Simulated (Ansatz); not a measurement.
# TiAl (Pm-3m): a soft mode frozen in

Wanted: the energy along a soft mode of TiAl (Pm-3m) and the structure at the end.

Method: DFT PBEsol, scalar-relativistic, plane waves, PAW; PAW set soft_1, in Ansatz 0.2.0.

Most raw output is cut from this account.

The database entry behind the starting cell lists a temperature of 1381 K, so it need not match the best structure at ambient conditions.

### 1. Set-up

Symmetry: Pm-3m, No. 221, cubic system. Conventional cell: a = 3.156 Å, b = 3.156 Å, c = 3.156 Å, α = 90.00°, β = 90.00°, γ = 90.00°. Nearest to Ti lie 8 Al at 2.73 Å. Nearest to Al lie 8 Ti at 2.73 Å. Farther neighbours are not listed.

### 2. The dispersion

The cell comes from relaxations at this level that are not shown. Stability and thermal properties need the whole zone. Linear response on a 4×4×4 q mesh gives force constants as far as a supercell of that size would.

File input.yaml:

```yaml
crystal:
  lattice:
    - [3.1556724881, 0.0, 0.0]
    - [0.0, 3.1556724881, 0.0]
    - [0.0, 0.0, 3.1556724881]
  atoms:
    - { symbol: Ti, position: [0.5, 0.5, 0.5] }
    - { symbol: Al, position: [0.0, 0.0, 0.0] }
kpoints:
  mp_grid: { grid: [16, 16, 16] }
hamiltonian:
  xc: pbesol
  pseudopotentials: { kind: paw, azcp: { folder: soft_1 }, xc_functional: pbe }
scf:
  occupations: { method: methfessel_paxton, width: 0.2 }
output:
  eigenvalues: true
phonons:
  method: dfpt
  qmesh: [4, 4, 4]
  temperatures: { t_max: 1000, t_step: 50 }
  qpath:
    path:
      - [[0.0, 0.0, 0.0], [0.0, 0.5, 0.0], [0.5, 0.5, 0.0], [0.0, 0.0, 0.0], [0.5, 0.5, 0.5], [0.0, 0.5, 0.0]]
      - [[0.5, 0.5, 0.5], [0.5, 0.5, 0.0]]
    npoints: 10
```

The run is started by

```console
$ ansatz run input.yaml --threads 4 --pin off --max-ram 10240MiB --backend cpu --events-out ev --progress --plain --runs-dir out
```

Run time: 5.4 min. Hardware: 4 threads of Arm Neoverse V1, shared host; peak memory 2.3 GiB.

This step gave:

```yaml
volume_per_atom: 15.71 Å³
gap_on_the_k_mesh: 0 eV
sum_rule_residual_before_enforcement: 1.05e-4 eV/Å²
lowest_frequency_on_the_path: -123.4 cm⁻¹
point_group: m-3m
highest_frequency_on_the_path_or_at_a_solved_wavevector: 345.7 cm⁻¹
highest_optical_mode_at_the_zone_centre_no_lo_to_term: 323.0 cm⁻¹
lowest_optical_zone_centre_mode: 323.0 cm⁻¹
lowest_mode_on_the_q_mesh_acoustic_modes_at_gamma_apart: -123.4 cm⁻¹
```

Frequencies (cm⁻¹) solved at each irreducible wavevector; negative means imaginary. Frequencies by wavevector, by row:

```
q in reciprocal lattice units  star  mode 1  mode 2  mode 3  mode 4  mode 5  mode 6
                        0 0 0     1       0       0       0     323     323     323
                     0 0 0.25     6     112     112   127.4     305   305.6   305.6
                     0 0 -0.5     3   206.3   206.3   212.3   259.6   264.7   264.7
                  0 0.25 0.25    12   -73.3   150.6   214.7   268.1   298.2     341
                  0 0.25 -0.5    12    70.7   107.3   210.9   272.6   322.4   325.2
                  0 -0.5 -0.5     3  -123.4  -123.4     216   284.5   343.1   343.1
               0.25 0.25 0.25     8   105.8   105.8   186.9   299.9     316     316
               0.25 0.25 -0.5    12   111.3   112.5   212.2   263.8   320.9   330.2
               0.25 -0.5 -0.5     6    64.9    64.9     223   261.7   314.9   314.9
               -0.5 -0.5 -0.5     1   193.8   193.8   193.8   239.5   239.5   239.5
```

Interpolated from a 4×4×4 q mesh. Phonon branches along the path, in cm⁻¹:

```
    point  branch 1  branch 2  branch 3  branch 4  branch 5  branch 6
        Γ         0         0         0       323       323       323
  halfway       112       112       127       305       306       306
        X       206       206       212       260       265       265
  halfway        71       107       211       273       322       325
        M      -123      -123       216       284       343       343
  halfway       -73       151       215       268       298       341
        Γ         0         0         0       323       323       323
  halfway       106       106       187       300       316       316
        R       194       194       194       240       240       240
  halfway       111       112       212       264       321       330
        X       206       206       212       260       265       265
jump to R       194       194       194       240       240       240
  halfway        65        65       223       262       315       315
        M      -123      -123       216       284       343       343
```

Symmetry leaves 10 wavevectors to solve. The lowest mode among them, the acoustic zeros apart, lies at q = (0, -0.5, -0.5) and is imaginary, 123.4i cm⁻¹, so the energy falls along it.

### 3. The mode frozen in, largest atomic shift 0 Å

The mode followed lies at q = (0, 0.25, 0.25) with frequency 73.3i cm⁻¹, one of the unstable modes though not the softest. At small amplitude the distorted cell has space group no. 51 by a symmetry search on the positions. The undistorted cell that holds it gives the zero of energy on the same k mesh.

System of this step: TiAl. It takes space group Pm-3m (No. 221, cubic). The conventional cell has a = 3.156 Å, b = 3.156 Å, c = 3.156 Å, α = 90.00°, β = 90.00°, γ = 90.00°. Nearest to Ti lie 8 Al at 2.73 Å. Nearest to Al lie 8 Ti at 2.73 Å. Farther neighbours are not listed.

input.yaml, the sections that differ from step 2:

```yaml
crystal:
  lattice:
    - [3.1556724881, 0.0, 0.0]
    - [0.0, 3.1556724881, -3.1556724881]
    - [0.0, 6.3113449763, 6.3113449763]
  atoms:
    - { symbol: Ti, position: [0.5, 0.0, 0.25] }
    - { symbol: Ti, position: [0.5, 0.5, 0.5] }
    - { symbol: Ti, position: [0.5, 0.0, 0.75] }
    - { symbol: Ti, position: [0.5, 0.5, 0.0] }
    - { symbol: Al, position: [0.0, 0.5, 0.25] }
    - { symbol: Al, position: [0.0, 0.0, 0.5] }
    - { symbol: Al, position: [0.0, 0.5, 0.75] }
    - { symbol: Al, position: [0.0, 0.0, 0.0] }
kpoints:
  mp_grid: { grid: [12, 8, 4] }
output:
  forces: true
  stress: true
  eigenvalues: true
# hamiltonian, scf: as in step 2
# phonons: removed
```

Elapsed: 11 s, on 4 threads; peak memory 0.73 GiB; 41 s of CPU time.

This step gave:

```
pressure                         : -0.001270 GPa
energy from the undistorted cell : 0 meV/atom
```

The run ends at a pressure of 0.00 GPa.

### 4. The mode frozen in, largest atomic shift 0.6 Å

The atoms are moved along the unstable eigenvector, the largest shift by 0.6 Å, with the cell fixed.

input.yaml, the sections that differ from step 3:

```yaml
crystal:
  lattice:
    - [3.1556724881, 0.0, 0.0]
    - [0.0, 3.1556724881, -3.1556724881]
    - [0.0, 6.3113449763, 6.3113449763]
  atoms:
    - { symbol: Ti, position: [0.5, 0.0, 0.25] }
    - { symbol: Ti, position: [0.5, 0.3743406846, 0.5] }
    - { symbol: Ti, position: [0.5, 0.0, 0.75] }
    - { symbol: Ti, position: [0.5, 0.6256593154, 0.0] }
    - { symbol: Al, position: [0.0, 0.5, 0.25] }
    - { symbol: Al, position: [0.0, -0.1344448989, 0.5] }
    - { symbol: Al, position: [0.0, 0.5, 0.75] }
    - { symbol: Al, position: [0.0, 0.1344448989, 0.0] }
# kpoints, hamiltonian, scf, output: as in step 3
```

It took 9.1 s on 4 threads; peak memory 0.67 GiB; 35 s of CPU time.

This step gave:

| Property | Result |
| --- | --- |
| pressure | 1.059 GPa |
| energy from the undistorted cell | -38.73 meV/atom |

The energy, extrapolated to zero smearing, is -38.73 meV/atom against the undistorted cell.

The run ends at a pressure of 1.06 GPa, with forces up to 0.20 eV/Å.

### 5. Energy along the mode, all amplitudes (two of the runs are shown above)

An imaginary frequency means negative curvature, so the energy should fall and then rise again as anharmonic terms take over.

This step gave:

- depth at the lowest point sampled: 38.73 meV/atom
- largest atomic shift at that point: 0.6 Å

Table of energy from the parent by largest atomic shift:

```
largest atomic shift (Å)  energy from the parent (meV/atom)
                   0.000                                  0
                   0.040                             -0.266
                   0.080                              -1.09
                   0.140                              -3.55
                   0.220                              -9.28
                   0.320                              -19.2
                   0.450                              -32.0
                   0.600                              -38.7
```

Displacement at unit largest shift by atom:

```
atom  x (Å)   y (Å)   z (Å)   size
 Ti1  0.000   0.000   0.000  0.000
 Ti2  0.000  -0.661   0.661  0.935
 Ti3  0.000   0.000   0.000  0.000
 Ti4  0.000   0.661  -0.661  0.935
 Al5  0.000   0.000   0.000  0.000
 Al6  0.000  -0.707   0.707  1.000
 Al7  0.000   0.000   0.000  0.000
 Al8  0.000   0.707  -0.707  1.000
```

The lowest of the steps tried is the last one, at 0.6 Å, 38.7 meV/atom below the parent; the bottom of the well need not coincide with a step.

### 6. Relaxation from the frozen mode

Starting from the lowest point found, all atoms and the cell are let go, so that strain and other modes of the same symmetry can join in.

Changes to input.yaml since step 4:

```diff
@@ -25 +25,6 @@
   eigenvalues: true
+relax:
+  adjacent_minimum: "off"
+  f_tol: 0.002
+  max_steps: 120
+  cell: { stress_tol: 0.03 }
```

The job ended after 93 s (4 threads; peak memory 0.72 GiB).

Relaxation path:

```
step  energy less that of the first step (eV)  largest force component (eV/Å)  pressure (GPa)  volume (Å³)
   1                                   0.0000                          0.1426            1.06       125.70
   2                                  -0.4248                          0.1535            0.54       125.55
   3                                  -0.6445                          0.1692            1.48       124.46
   4                                  -0.6937                          0.0615            0.22       125.86
   5                                  -0.6966                          0.0137           -0.31       126.42
   6                                  -0.6972                          0.0029            0.12       125.97
   7                                  -0.6972                          0.0003            0.00       126.09
  8*                                  -0.6998                          0.0006            0.04       126.09
   9                                  -0.6999                          0.0005            0.00       126.14
 10*                                  -0.6999                          0.0005            0.00       126.14
```

Relaxation steps marked * repeat the geometry before them on a plane-wave basis chosen anew for their cell, so energy and pressure can jump there.

The run keeps the 8 symmetry operations that it works with, so distortions that break them were not tested.

```
     cell as run  before  after   change
           a (Å)   3.156  2.817  -10.7 %
           b (Å)   4.463  4.889   +9.5 %
           c (Å)   8.926  9.161   +2.6 %
volume (Å³/atom)   15.71  15.77   +0.4 %
```

The atoms that moved most (Å, as changes of fractional coordinates times the final cell):

```
atom     dx      dy      dz  length
 Ti2  0.000  -0.196   0.196   0.277
 Ti4  0.000   0.196  -0.196   0.277
 Al6  0.000  -0.146   0.146   0.206
 Al8  0.000   0.146  -0.146   0.206
```

Numbers from this step:

| Property | Result |
| --- | --- |
| pressure | -0.002362 GPa |
| volume per atom | 15.77 Å³ |

The distorted start has space group Pmma; the relaxation ends in Pmma.

### 7. The new phase in its own primitive cell

The relaxed structure is symmetrised, reduced to its primitive cell and relaxed tightly, as its phonons need.

input.yaml, the sections that differ from step 6:

```yaml
crystal:
  lattice:
    - [9.160599621, 0.0, 0.0]
    - [0.0, 2.8168307109, 0.0]
    - [0.0, 0.0, 4.8885545209]
  atoms:
    - { symbol: Ti, position: [0.0, 0.5, 0.0] }
    - { symbol: Ti, position: [0.25, 0.5, 0.3176434969] }
    - { symbol: Ti, position: [0.5, 0.5, 0.0] }
    - { symbol: Ti, position: [0.75, 0.5, 0.6823565031] }
    - { symbol: Al, position: [0.0, 0.0, 0.5] }
    - { symbol: Al, position: [0.25, 0.0, 0.8234602832] }
    - { symbol: Al, position: [0.5, 0.0, 0.5] }
    - { symbol: Al, position: [0.75, 0.0, 0.1765397168] }
kpoints:
  mp_grid: { grid: [4, 12, 8] }
relax:
  adjacent_minimum: "off"
  f_tol: 0.001
  max_steps: 60
  cell: { stress_tol: 0.01 }
# hamiltonian, scf, output: as in step 6
```

Run time: 35 s. Hardware: 4 threads; peak memory 0.72 GiB; 2.3 min of CPU time.

Little changed from the start: no atom moved by 0.005 Å and no cell edge by 0.1 %.

This step gave:

```yaml
pressure: 1.69e-4 GPa
```

The largest force component left is 0.027 meV/Å and the pressure is 0.000 GPa, within the tolerances set. The cell now holds 15.77 Å³/atom.

### 8. Modes of the new phase, k-mesh 4×12×8

A relaxed structure may still be a saddle point, so its zone-centre modes are computed. No field response is asked, since the mesh shows no gap.

input.yaml, the sections that differ from step 7:

```yaml
crystal:
  lattice:
    - [9.1608290291, 0.0, 0.0]
    - [0.0, 2.8168580055, 0.0]
    - [0.0, 0.0, 4.8882879615]
  atoms:
    - { symbol: Ti, position: [0.0, 0.5, 0.0] }
    - { symbol: Ti, position: [0.25, 0.5, 0.3176084615] }
    - { symbol: Ti, position: [0.5, 0.5, 0.0] }
    - { symbol: Ti, position: [0.75, 0.5, 0.6823915385] }
    - { symbol: Al, position: [0.0, 0.0, 0.5] }
    - { symbol: Al, position: [0.25, 0.0, 0.8234176297] }
    - { symbol: Al, position: [0.5, 0.0, 0.5] }
    - { symbol: Al, position: [0.75, 0.0, 0.1765823703] }
output:
  eigenvalues: true
phonons:
  method: dfpt
# kpoints, hamiltonian, scf: as in step 7
# relax: removed
```

It took 4.7 min on 4 threads; peak memory 2.4 GiB.

Numbers from this step:

```
sum-rule residual before enforcement                    : 1.19e-5 eV/Å²
point group                                             : mmm
highest optical mode at the zone centre (no LO-TO term) : 332.6 cm⁻¹
lowest optical zone-centre mode                         : 108.5 cm⁻¹
```

Patterns of degenerate modes are one choice out of their space. The modes at Γ (shares of kinetic energy by element, %):

```
mode  frequency (cm⁻¹)  symmetry  Ti %  Al %
   1               0.0  acoustic    64    36
   2               0.0  acoustic    64    36
   3               0.0  acoustic    64    36
   4             108.5       B3g    82    18
   5             119.2        Ag    72    28
   6             126.8       B3u    71    29
   7             140.3        Au    73    27
   8             154.6       B2u    99     1
   9             163.7       B1u    83    17
  10             192.7       B3u    64    36
  11             216.3       B2g   100     0
  12             223.6       B2u     1    99
  13             226.3       B1u    89    11
  14             236.8        Au    27    73
  15             242.7       B3g    18    82
  16             260.1       B1u     7    93
  17             269.7       B2u    36    64
  18             273.9       B3u    37    63
  19             282.7       B2g     0   100
  20             317.1        Ag    28    72
  21             321.2       B3u    26    74
  22             327.7       B1u    31    69
  23             328.8       B3u    39    61
  24             332.6       B1u    25    75
```

Displacements in mode 4 (108.5 cm⁻¹), the largest set to 1:
```
Ti1  0.00  0.00  0.00
Ti2  0.00  1.00  0.00
Ti3  0.00  0.00  0.00
Ti4  0.00 -1.00  0.00
Al5  0.00  0.00  0.00
Al6  0.00  0.62  0.00
Al7  0.00  0.00  0.00
Al8  0.00 -0.62  0.00
```

Displacements in mode 20 (317.1 cm⁻¹), the largest set to 1:
```
Ti1  0.00  0.00  0.00
Ti2  0.00  0.00 -0.47
Ti3  0.00  0.00  0.00
Ti4  0.00  0.00  0.47
Al5  0.00  0.00  0.00
Al6  0.00  0.00  1.00
Al7  0.00  0.00  0.00
Al8  0.00  0.00 -1.00
```

Before it was imposed, the acoustic sum rule was missed by 1.2e-5 eV/Å². Small misses are needed for a sound result but don't prove that mesh and cutoff are converged. The lowest optical mode is real, 108 cm⁻¹.

### 9. The phases reached

The phases reached along the modes that were followed are set side by side.

Energies are those of the first relaxation, on the mesh of the frozen mode; space group, volume and gap are those of the last relaxation. Phases, by row:

```
                mode frozen in  space group  energy from parent (meV/atom)  volume (Å³/atom)  gap on mesh (eV)  lowest zone-centre optical mode (cm⁻¹)  largest shift (Å)
                        parent        Pm-3m                              0             15.71                 0                                       –                  –
q = (0, -0.5, -0.5), 123i cm⁻¹         Pmma                         -99.26             15.76                 0                                   145.3              0.438
q = (0, -0.5, -0.5), 123i cm⁻¹       P4/mmm                         -140.5             15.77                 0                                   271.8                  0
q = (0, -0.5, -0.5), 123i cm⁻¹         Pmma                         -99.26             15.76                 0                                   145.3              0.438
 q = (0, 0.25, 0.25), 73i cm⁻¹         Pmma                         -126.5             15.77                 0                                   108.5              0.891
```

### 10. Results

```yaml
unstable_mode_of_the_parent: q = (0, 0.25, 0.25), 73i cm⁻¹
depth_at_the_lowest_point_sampled: 38.7 meV/atom
largest_atomic_shift_at_that_point: 0.6 Å
space_group_reached_within_0p01_a: Pmma
energy_gained_over_the_parent_first_relaxation_on_the_mesh_of_the_frozen_mode: 127 meV/atom
volume_per_atom_phase_reached: 15.8 Å³
lowest_optical_zone_centre_mode_phase_reached: 108 cm⁻¹
highest_optical_mode_at_the_zone_centre_no_lo_to_term_phase_reached: 333 cm⁻¹
```

**Reading.** Along this mode the structure falls into Pmma, 127 meV/atom below the parent. At the parent's cell the well is 38.73 meV/atom deep on the steps tried, with its lowest point at a shift of 0.6 Å. That is the last step tried, so the steps alone don't bracket the bottom of the well. Relaxing atoms and cell changes the gain by +87.82 meV/atom against the lowest step (energies at zero smearing). Most of the total comes from this relaxation. The new phase has no imaginary mode at the zone centre of its cell; other wavevectors were not checked. Of the 4 patterns followed to their end from this parent, this one ends 14.0 meV/atom above the lowest, P4/mmm. Each path keeps the symmetry of its pattern, so a lower phase may lie along a pattern not tried. With no gap, or one that is small against the smearing, the frequencies hang on the k mesh and the smearing, most of all near Kohn anomalies. The phonon runs are without spin polarisation, although the cell has an odd electron count. The PAW files were made for PBE and serve the other functionals too.

[Logs are printed without paths, hosts, clocks, repeated set-up lines and the standing remarks that a program may print on its own settings, such as how far it seeks lower states.]

[Hosts, paths, dates, database ids (printed as entryN), source tags and the programs' standing remarks are cut or masked in the printed files.]
